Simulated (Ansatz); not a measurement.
Cubic perovskite LaAlO3 (cubic high-temperature phase), treated with PBE0+SOC (Ansatz, an electronic-structure program, PAW).

Settings: plane-wave cutoff 460 eV, 6×6×6 k mesh, Fermi–Dirac smearing 0.01 eV, PAW data made under PBE.

The cell has the measured lattice: a = b = c = 3.810 Å, α = β = γ = 90.00°.

Problem. Estimate the band gap and smallest direct gap on the k points sampled that the calculation returns.

Solution. 
- band gap = 5.55 eV (on the SCF k mesh) (indirect)
- smallest direct gap on the k points sampled = 5.69 eV

Note: held by symmetry at 0 K, a high-temperature phase can be a saddle point; cell and atoms aren't relaxed at this level (pressure -5.2 GPa).

The computed numbers hold no vibrational or temperature effects.

It cost about 13 core-minutes (a rough figure) of CPU time.
